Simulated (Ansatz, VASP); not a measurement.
# SiC (Moissanite) in two plane-wave programs

One calculation is typed for both programs; each brings its own data sets and cutoff. How far apart do they land? The cell is taken from a series of VASP runs on this material, whose earlier steps may have relaxed, scaled or displaced it; both programs get it as it stands.

Method: plane waves, with VASP 6.6.1 beside it; band structure at HSE06 and band structure at PBE0, in Ansatz 0.2.0.

**1. The starting structure**

The structure is hexagonal, space group P6_3mc (No. 186). Conventional cell: a = 3.076 Å, b = 3.076 Å, c = 5.048 Å, α = 90.00°, β = 90.00°, γ = 120.00°. Nearest to Si lie 4 C at 1.87 to 1.94 Å. C has 4 Si at 1.87 to 1.94 Å nearest. Farther neighbours are not listed.

Coordinates:

```cif
data_structure
_symmetry_space_group_name_H-M 'P6_3mc'
_symmetry_Int_Tables_number 186
_cell_length_a 3.0760
_cell_length_b 3.0760
_cell_length_c 5.0480
_cell_angle_alpha 90.000
_cell_angle_beta 90.000
_cell_angle_gamma 120.000
_cell_volume 41.36
loop_
_atom_site_label
_atom_site_type_symbol
_atom_site_symmetry_multiplicity
_atom_site_Wyckoff_symbol
_atom_site_fract_x
_atom_site_fract_y
_atom_site_fract_z
_atom_site_occupancy
Si1 Si 2 b 0.66667 0.33333 0.50000 1
C1 C 2 b 0.66667 0.33333 0.88500 1
```

**2. VASP: band structure, HSE06**

Levels along a path test the potential and the projectors away from the mesh points.

Lines of VASP's logs that name or quote its potential files are left out, and so is its time.

The run reads the wave functions of an earlier VASP run, which isn't shown here.

INCAR

```
SYSTEM = SiC
PREC = Accurate
ENCUT = 460
EDIFF = 1E-06
NELM = 100
ISMEAR = 0
SIGMA = 0.03
LREAL = .FALSE.
ALGO = Normal
LHFCALC = .TRUE.
AEXX = 0.25
GGA = PE
HFSCREEN = 0.2
LASPH = .TRUE.
NBANDS = 14
PRECFOCK = Fast
LORBIT = 11
LWAVE = .FALSE.
LCHARG = .FALSE.
KPAR = 8
```

POSCAR

```
SiC
1.0
    3.0760000000      0.0000000000      0.0000000000
   -1.5380000000      2.6638941420      0.0000000000
    0.0000000000      0.0000000000      5.0480000000
Si C
2 2
Direct
    0.6666666667      0.3333333333      0.5000000000
    0.3333333333      0.6666666667      0.0000000000
    0.6666666667      0.3333333333      0.8850000000
    0.3333333333      0.6666666667      0.3850000000
```

KPOINTS

```
Automatic mesh
0
Gamma
5 5 3
0 0 0
```

KPOINTS_OPT

```
Line mode
10
Line-mode
Reciprocal
  0.00000000   0.00000000   0.00000000 GAMMA
  0.50000000   0.00000000   0.00000000 M

  0.50000000   0.00000000   0.00000000 M
  0.33333333   0.33333333   0.00000000 K

  0.33333333   0.33333333   0.00000000 K
  0.00000000   0.00000000   0.00000000 GAMMA

  0.00000000   0.00000000   0.00000000 GAMMA
  0.00000000   0.00000000   0.50000000 A

  0.00000000   0.00000000   0.50000000 A
  0.50000000   0.00000000   0.50000000 L

  0.50000000   0.00000000   0.50000000 L
  0.33333333   0.33333333   0.50000000 H

  0.33333333   0.33333333   0.50000000 H
  0.00000000   0.00000000   0.50000000 A

  0.50000000   0.00000000   0.50000000 L
  0.50000000   0.00000000   0.00000000 M

  0.33333333   0.33333333   0.00000000 K
  0.33333333   0.33333333   0.50000000 H
```

Potentials, in the order of the species: Si and C (PBE family, release 64).

Started as:

```bash
mpirun -np 8 vasp_std
```

Numbers of over 12 decimals in the logs are rounded to 6 here.

What it wrote:

```text
[banner, memory and clock lines left out]
running    8 mpi-ranks, on    1 nodes
 distrk:  each k-point on    1 cores,    8 groups
 distr:  one band on    1 cores,    1 groups

 POSCAR found type information on POSCAR SiC
 POSCAR found :  2 types and       4 ions
|                                                                             |
|           W    W    AA    RRRRR   N    N  II  N    N   GGGG   !!!           |
|           W    W   A  A   R    R  NN   N  II  NN   N  G    G  !!!           |
|           W    W  A    A  R    R  N N  N  II  N N  N  G       !!!           |
|           W WW W  AAAAAA  RRRRR   N  N N  II  N  N N  G  GGG   !            |
|           WW  WW  A    A  R   R   N   NN  II  N   NN  G    G                |
|           W    W  A    A  R    R  N    N  II  N    N   GGGG   !!!           |
|                                                                             |
|     For optimal performance we recommend to set                             |
|       NCORE = 2 up to number-of-cores-per-socket                            |
|     NCORE specifies how many cores store one orbital (NPAR=cpu/NCORE).      |
|     This setting can greatly improve the performance of VASP for DFT.       |
|     The default, NCORE=1 might be grossly inefficient on modern             |
|     multi-core architectures or massively parallel machines. Do your        |
|     Unfortunately you need to use the default for GW and RPA                |
|     calculations (for HF NCORE is supported but not extensively tested      |
|     yet).                                                                   |
|                                                                             |

 LDA part: xc-table for (Slater+PW92), standard interpolation
 found WAVECAR, reading the header
 POSCAR, INCAR and KPOINTS ok, starting setup
 FFT: planning ... GRIDC
 FFT: planning ... GRID_SOFT
 FFT: planning ... GRID
 reading WAVECAR
 the WAVECAR file was read successfully
 initial charge from wavefunction
 entering main loop
       N       E                     dE             d eps       ncg     rms          rms(c)
DAV:   1    -0.348449055670E+02   -0.34845E+02   -0.12670E+00   280   0.931E+00    0.486E+00
DAV:   2    -0.348517359292E+02   -0.68304E-02   -0.38800E-02   346   0.143E+00    0.360E+00
DAV:   3    -0.348481099497E+02    0.36260E-02   -0.25613E-03   334   0.327E-01    0.209E+00
DAV:   4    -0.348472298515E+02    0.88010E-03   -0.77464E-04   334   0.164E-01    0.118E+00
DAV:   5    -0.348469377169E+02    0.29213E-03   -0.93353E-05   358   0.663E-02    0.663E-01
DAV:   6    -0.348468322070E+02    0.10551E-03   -0.33125E-05   358   0.465E-02    0.373E-01
DAV:   7    -0.348467989576E+02    0.33249E-04   -0.12843E-05   358   0.297E-02    0.211E-01
DAV:   8    -0.348467883943E+02    0.10563E-04   -0.33854E-06   328   0.158E-02    0.120E-01
DAV:   9    -0.348467851834E+02    0.32109E-05   -0.10253E-06   170   0.881E-03    0.683E-02
DAV:  10    -0.348467843733E+02    0.81007E-06   -0.47466E-07   158   0.627E-03
   1 F= -.34846784E+02 E0= -.34846784E+02  d E =-.357952E-19
 Start KPOINTS_OPT (optional k-point list driver)
k-point batch [1-10\90]
       N       E                     dE             ncg
DAV:   1     0.903722414532E+03   -0.22544E+04      280
DAV:   2     0.294772076553E+03   -0.60895E+03      384
DAV:   3     0.229081812050E+03   -0.65690E+02      370
DAV:   4     0.228088298259E+03   -0.99351E+00      352
DAV:   5     0.228069972098E+03   -0.18326E-01      364
DAV:   6     0.228069660854E+03   -0.31124E-03      340
DAV:   7     0.228069652705E+03   -0.81491E-05      324
DAV:   8     0.228069652429E+03   -0.27672E-06      260
[...]
k-point batch [81-90\90]
       N       E                     dE             ncg
DAV:   1     0.628840824547E+03   -0.60037E+04      280
DAV:   2     0.101808711667E+03   -0.52703E+03      346
DAV:   3     0.662928961233E+02   -0.35516E+02      370
DAV:   4     0.657631899537E+02   -0.52971E+00      394
DAV:   5     0.657573519789E+02   -0.58380E-02      370
DAV:   6     0.657573024471E+02   -0.49532E-04      340
DAV:   7     0.657573018844E+02   -0.56268E-06      260
```

From OUTCAR (step 2):

```text
ion  position               nearest neighbor table
   1  0.667  0.333  0.500-   4 1.87   4 1.87   4 1.87   3 1.94   2 3.09   2 3.09   2 3.09   2 3.09
                             2 3.09   2 3.09
   2  0.333  0.667  0.000-   3 1.87   3 1.87   3 1.87   4 1.94   1 3.09   1 3.09   1 3.09   1 3.09
                             1 3.09   1 3.09
   3  0.667  0.333  0.885-   2 1.87   2 1.87   2 1.87   1 1.94
   4  0.333  0.667  0.385-   1 1.87   1 1.87   1 1.87   2 1.94

  LATTYP: Found a hexagonal cell.
 ALAT       =     3.0760000000
 C/A-ratio  =     1.6410923277

 Subroutine GETGRP returns: Found 12 space group operations
 (whereof  6 operations were pure point group operations)

The static configuration has the point symmetry C_3v.
 The point group associated with its full space group is C_6v.

 Found     10 irreducible k-points:

   k-points           NKPTS =     10   k-points in BZ     NKDIM =     75   number of bands    NBANDS=     14

   dimension x,y,z NGX =    24 NGY =   24 NGZ =   36
   dimension x,y,z NGXF=    48 NGYF=   48 NGZF=   72

   ENCUT  =  460.0 eV  33.81 Ry    5.81 a.u.   5.38  5.38  8.83*2*pi/ulx,y,z

   NELECT =      16.0000    total number of electrons

 k-points in reciprocal lattice and weights: Automatic mesh
   0.00000000  0.00000000  0.00000000       0.013
   0.20000000 -0.00000000  0.00000000       0.080
   0.40000000 -0.00000000  0.00000000       0.080
   0.20000000  0.20000000  0.00000000       0.080
   0.40000000  0.20000000  0.00000000       0.080
   0.00000000  0.00000000  0.33333333       0.027
   0.20000000 -0.00000000  0.33333333       0.160
   0.40000000 -0.00000000  0.33333333       0.160
   0.20000000  0.20000000  0.33333333       0.160
   0.40000000  0.20000000  0.33333333       0.160

  exchange ACFDT corr.  =         0.00000000  see jH, gK, PRB 81, 115126

 average (electrostatic) potential at core
       1 -76.7073       2 -76.7073       3 -40.8882       4 -40.8882

 E-fermi :   8.0198

 k-point     1 :       0.0000    0.0000    0.0000
  band No.  band energies     occupation
    ...
      4       6.0913      2.00000
      5       6.0913      2.00000
      6       7.5147      2.00000
      7       7.5148      2.00000
      8       7.8389      2.00000
      9      13.6262      0.00000
     10      15.1195      0.00000
     11      15.5527      0.00000
     12      15.5527      0.00000
     13      16.7036      0.00000
    ...

 k-point     2 :       0.2000   -0.0000    0.0000
  band No.  band energies     occupation
    ...
      4       3.0465      2.00000
      5       5.1251      2.00000
      6       5.2161      2.00000
      7       7.0460      2.00000
      8       7.2363      2.00000
      9      13.2958      0.00000
     10      15.4569      0.00000
     11      15.9620      0.00000
     12      16.7005      0.00000
     13      16.7491      0.00000
    ...

 k-point     3 :       0.4000   -0.0000    0.0000
  band No.  band energies     occupation
    ...
      4       1.1826      2.00000
      5       1.6393      2.00000
      6       4.0640      2.00000
      7       5.1069      2.00000
      8       6.2901      2.00000
      9      11.6194      0.00000
     10      13.3027      0.00000
     11      15.9502      0.00000
     12      16.4080      0.00000
     13      18.0785      0.00000
    ...

  energy-cutoff  :      460.00
  volume of cell :       41.36
      direct lattice vectors                 reciprocal lattice vectors
     3.076000000  0.000000000  0.000000000     0.325097529  0.187695146  0.000000000
    -1.538000000  2.663894142  0.000000000     0.000000000  0.375390292  0.000000000
     0.000000000  0.000000000  5.048000000     0.000000000  0.000000000  0.198098257

 POSITION                                       TOTAL-FORCE (eV/Angst)
 -----------------------------------------------------------------------------------
      1.53800      0.88796      2.52400         0.000000     -0.000000      0.760563
     -0.00000      1.77593      0.00000        -0.000000      0.000000      0.760563
      1.53800      0.88796      4.46748        -0.000000      0.000000     -0.760563
     -0.00000      1.77593      1.94348         0.000000     -0.000000     -0.760563
 -----------------------------------------------------------------------------------
    total drift:                                0.000000      0.000000      0.001622

  FREE ENERGIE OF THE ION-ELECTRON SYSTEM (eV)
  ---------------------------------------------------
  free  energy   TOTEN  =       -34.8467843733 eV

  energy  without entropy=      -34.8467843733  energy(sigma->0) =      -34.84678437

 total charge
# of ion       s       p       d       tot
------------------------------------------
    1        0.717   0.982   0.000   1.699
    2        0.717   0.982   0.000   1.699
    3        0.840   1.718   0.000   2.558
    4        0.840   1.718   0.000   2.558
--------------------------------------------------
tot          3.114   5.400   0.000   8.514

[... 3 further parts left out ...]
```

(Continued in part 2 of 3.)

[Lines on the potential files, build, host, timing and source positions are cut from VASP's logs without a mark.]

[Logs are printed without paths, hosts, clocks, repeated set-up lines and the standing remarks that a program may print on its own settings, such as how far it seeks lower states.]

[Hosts, paths, dates, database ids (printed as entryN), source tags and the programs' standing remarks are cut or masked in the printed files.]
